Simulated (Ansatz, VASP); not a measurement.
## One calculation of ZrB, two programs

File POSCAR:

```
ZrB
1.0
    2.9432651143      0.0000000000      0.0000000000
    0.0000000000      2.9432651143      0.0000000000
    0.0000000000      0.0000000000      2.9432651143
Zr B
1 1
Direct
    0.0000000000      0.0000000000      0.0000000000
    0.5000000000      0.5000000000      0.5000000000
```

Contents of INCAR.step1:

```
SYSTEM = ZrB
PREC = Accurate
ENCUT = 600
ISMEAR = 0
SIGMA = 0.1
LREAL = .False.
LASPH = .True.
NELM = 100
GGA = PE
ALGO = Normal
EDIFF = 1E-4
LWAVE = .True.
LCHARG = .False.
```

Contents of INCAR.step2:

```
SYSTEM = ZrB
PREC = Accurate
ENCUT = 600
EDIFF = 1E-6
ISMEAR = 0
SIGMA = 0.1
LREAL = .False.
LASPH = .True.
NELM = 100
ALGO = Normal
ISIF = 3
LWAVE = .False.
LCHARG = .False.
METAGGA = R2SCAN
LMIXTAU = .True.
IBRION = 2
NSW = 90
EDIFFG = -0.04
ISTART = 1
```

Contents of KPOINTS:

```
regular mesh
0
Gamma
  6 6 6
  0 0 0
```

Input for Ansatz:

```yaml
crystal:
  lattice:
    - [2.9432651143, 0.0, 0.0]
    - [0.0, 2.9432651143, 0.0]
    - [0.0, 0.0, 2.9432651143]
  atoms:
    - { symbol: Zr, position: [0.0, 0.0, 0.0] }
    - { symbol: B, position: [0.5, 0.5, 0.5] }
basis:
  ecutwfc: 500
kpoints:
  mp_grid: { grid: [6, 6, 6] }
hamiltonian:
  xc: r2scan
scf:
  occupations: { method: gaussian, width: 0.1 }
  lower_state_search: "off"
output:
  forces: true
  stress: true
  eigenvalues: true
relax:
  adjacent_minimum: "off"
  f_tol: 0.04
  max_steps: 70
  cell: { stress_tol: 0.4 }
```

Alike in both runs: task relaxation of cell and atoms; functional r2SCAN; k mesh 6 × 6 × 6; occupations gaussian, width 0.1 eV; no spin polarisation.

|  | VASP | Ansatz |
| --- | --- | --- |
| version | VASP 6.6.1 | Ansatz 0.2.0 |
| potentials or method | VASP PAW PBE potentials, release 64 (Zr_sv, B) | scalar-relativistic, plane waves, PAW |
| plane-wave cutoff (eV) | 600 | 500 |
| valence electrons in the cell | 15 | 15 |

Ansatz gave:

```
gap on the k mesh at the Fermi level, each at its own relaxed structure (eV) : none
relaxed volume (Å³/atom)                                                     : 13.89
relaxed cell length with the largest relative difference (Å)                 : 3.029
energy change over the relaxation (meV/atom)                                 : -51
```

Q: Estimate VASP's values.

A: gap on the k mesh at the Fermi level, each at its own relaxed structure (eV): none; relaxed volume (Å³/atom): 13.91; relaxed cell length with the largest relative difference (Å): 3.030; energy change over the relaxation (meV/atom): -52.

A gap of «none» marks a metal or a gap that the smearing closes.

Caveats: the PAW data sets were made with another functional, which shifts forces and pressure a little (VASP).
